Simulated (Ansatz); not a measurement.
Program: Ansatz. Geometries: PBE0-D4/def2-TZVP. ΔE: electronic, gas phase. CBS: MP2 limit from def2 TZ/QZ plus the TZ coupled-cluster correction, frozen cores. Functionals use def2-TZVPP. B3LYP here is the variant with VWN-RPA as its local correlation; programs differ in this. Each species was taken in one conformer, which may not be the lowest.

Consider the substitution at a C–C bond: `O=Cc1ccccc1` + silanol → `O=CO[SiH3]` + benzene.

```tsv
level	ΔE (kJ/mol)
PBE-D4	-20.9
B97M-V	-17.3
PBE0-D4	-20.3
B3LYP	-22.3
HF/def2-SVP	-38.3
CCSD(T)/def2-SVP	-31.7
SCS-MP2/def2-TZVPP	-17.4
MP2/def2-QZVPP	-14.6
```

(1) What does CCSD(T)/CBS give? (An estimate is asked.)

Largest T1 diagnostic among the species: 0.016.

Answers

(1) Ansatz gave: -17.5 kJ/mol. The listed levels differ from it by -3.4, 0.2, -2.8, -4.8, -20.8, -14.2, 0.1, 2.9 kJ/mol.

Leaving LDA and LC-ωPBE aside and taking each functional with its dispersion term where it has one, the values, not all of them listed here, spread over 8.1 kJ/mol, from ωB97X-V to B97M-V. At CCSD(T), def2-SVP lies −14.2 kJ/mol from the extrapolated value and def2-TZVPP −1.7 kJ/mol. In def2-TZVPP, CCSD(T) changes the Hartree–Fock value by +8.9 kJ/mol (the triples alone add +1.0 kJ/mol) and MP2 by +12.6 kJ/mol.

CCSD(T)/CBS has its own doubt, a few kJ/mol and more with outer-core shells, so smaller differences from it don't rank the levels.
